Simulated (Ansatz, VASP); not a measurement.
**Two plane-wave programs on As**

Contents of INCAR:

```
PREC = Accurate ; ENCUT = 600
EDIFF = 1E-6 ; ISMEAR = -1
SIGMA = 0.05 ; LREAL = False
LASPH = True ; NELM = 60
ALGO = Normal ; ISIF = 3
LWAVE = False ; LCHARG = False
GGA = PS ; IBRION = 2
NSW = 60 ; EDIFFG = -0.01
```

File KPOINTS:

```
Automatic mesh
0
Gamma
  9 9 9
```

Contents of POSCAR:

```
As
1.0
    1.8807968987      1.0858785957      3.5140619945
   -1.8807968987      1.0858785957      3.5140619945
    0.0000000000     -2.1717571915      3.5140619945
As
2
Direct
    0.2260000000      0.2260000000      0.2260000000
    0.7740000000      0.7740000000      0.7740000000
```

Contents of input.yaml:

```yaml
crystal:
  lattice:
    - [1.8807968987, 1.0858785957, 3.5140619945]
    - [-1.8807968987, 1.0858785957, 3.5140619945]
    - [0.0, -2.1717571915, 3.5140619945]
  atoms:
    - { symbol: As, position: [0.226, 0.226, 0.226] }
    - { symbol: As, position: [0.774, 0.774, 0.774] }
hamiltonian:
  xc: pbesol
  pseudopotentials: { kind: paw }
kpoints:
  mp_grid: { grid: [9, 9, 9] }
scf:
  occupations: { method: fermi_dirac, width: 0.05 }
output:
  forces: true
  stress: true
  eigenvalues: true
relax:
  f_tol: 0.01
  max_steps: 40
  cell: { stress_tol: 0.05 }
```

Alike in both runs: task relaxation of cell and atoms; functional PBEsol; k mesh 9 × 9 × 9; occupations fermi-dirac, width 0.05 eV; no spin polarisation.

|  | VASP | Ansatz |
| --- | --- | --- |
| version | VASP 6.6.1 | Ansatz 0.2.0 |
| potentials or method | VASP PAW PBE potentials, release 64 (As) | Ansatz PAW |
| plane-wave cutoff (eV) | 600 | 420 |
| valence electrons in the cell | 10 | 30 |

|  | VASP | Ansatz | Ansatz less VASP |
| --- | --- | --- | --- |
| gap on the k mesh at the Fermi level, each at its own relaxed structure (eV) | 0.10 | 0.08 | -0.014 |
| relaxed volume (Å³/atom) | 20.92 | 20.87 | -0.049 |
| relaxed cell length with the largest relative difference (Å) | 4.012 | 4.013 | +0.0010 |
| energy change over the relaxation (meV/atom) | -11 | -9 | +1.9 |

The two sets of potentials don't hold the same shells in valence.

Caveats: the PAW data sets were made with another functional, which shifts forces and pressure a little (VASP); an odd mesh through Γ misses points on the zone boundary, where band edges often lie (VASP); odd divisions of the mesh miss points on the zone boundary, where band edges often lie, so the gap on the mesh can be too wide (Ansatz); the plane-wave basis is chosen anew once the cell has moved, so the energies of steps on either side of that aren't comparable (Ansatz); the PAW data sets come from PBE, with cores solved anew for the run's functional, which leaves a small shift of forces and pressure (Ansatz).
